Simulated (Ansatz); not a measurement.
# ZrS₂: experiment and calculation

**Experimental background.**

“High temperature equilibrium of 3D and 2D chalcogenide perovskites”, 2022, arxiv:2212.01429 quotes, for a bulk crystal of ZrS2: lattice constant a 3.663 Å; lattice constant c 5.821 Å.

From “Stress-Tuned Optical Transitions in Layered 1T-MX2 (M= Hf, Zr, Sn; X= S, Se) Crystals”, 2022, arxiv:2210.12074, for a bulk crystal of ZrS2: band gap 1.68 eV (indirect).

How close the calculation comes is told below.

All numbers below come from Ansatz 0.2.0, DFT PBE, scalar-relativistic, plane waves, PAW.

Cutoff 420 eV; k points 12×12×4 on the computed 3-atom cell (Γ-centred); Gaussian smearing, width 0.02 eV; no spin polarisation.

Relaxed structure, symmetry kept:

```cif
data_structure
_symmetry_space_group_name_H-M 'P-3m1'
_symmetry_Int_Tables_number 164
_cell_length_a 3.6852
_cell_length_b 3.6852
_cell_length_c 6.7579
_cell_angle_alpha 90.000
_cell_angle_beta 90.000
_cell_angle_gamma 120.000
_cell_volume 79.48
loop_
_atom_site_label
_atom_site_type_symbol
_atom_site_symmetry_multiplicity
_atom_site_Wyckoff_symbol
_atom_site_fract_x
_atom_site_fract_y
_atom_site_fract_z
_atom_site_occupancy
Zr1 Zr 1 a 0.00000 0.00000 0.00000 1
S1 S 2 d 0.66667 0.33333 0.78568 1
```

```json
{
  "Space group": "P-3m1 (No. 164)",
  "Volume per atom": "178.8 bohr³",
  "Formation energy from the elements' standard states (uncorrected)": "-1.566 eV/atom",
  "Kohn–Sham band gap": "1.14 eV, indirect from Γ to L",
  "Löwdin character of the top 1 eV of the valence band": "S 3p 91 %",
  "Löwdin character of the lowest 1 eV of the conduction band": "Zr 4d 76 %, S 3p 18 %",
  "Electron masses at the edge by Cartesian direction of the standard setting (m_e; degenerate bands sorted by energy; no spin-orbit coupling)": "x: 0.30; y: 1.8; z: 2.6",
  "Hole masses at the edge by Cartesian direction of the standard setting (m_e; degenerate bands sorted by energy; no spin-orbit coupling)": "x: 0.43, 0.19; y: 0.43, 0.19; z: 15, 15",
  "Bader charges (e)": "Zr (1 in the cell) 2.09, S (2 in the cell) -1.04"
}
```

Each cell of ZrS2 holds layers, and where no dispersion correction was added their binding is poorly described.

Against the measured lattice constant a of ZrS2, 3.663 Å (quoted in the paper above), the calculated 3.685 Å is off by +0.6 %. A measured lattice constant c of ZrS2 is 5.821 Å (quoted in the paper above); the calculated 6.758 Å misses it by +16.1 %. So large a difference can come from the functional (as between layers that it hardly binds), but also from another choice of axes, another phase or a misread value. The calculation is for 0 K without zero-point motion. Measured band gap of ZrS2: 1.68 eV (indirect; quoted in the paper above). This calculation gives 1.14 eV (-0.54 eV). Kohn–Sham gaps of semilocal functionals fall short of measured ones as a rule; spin-orbit coupling, left out here, would usually lower the calculated gap of a compound with heavy elements.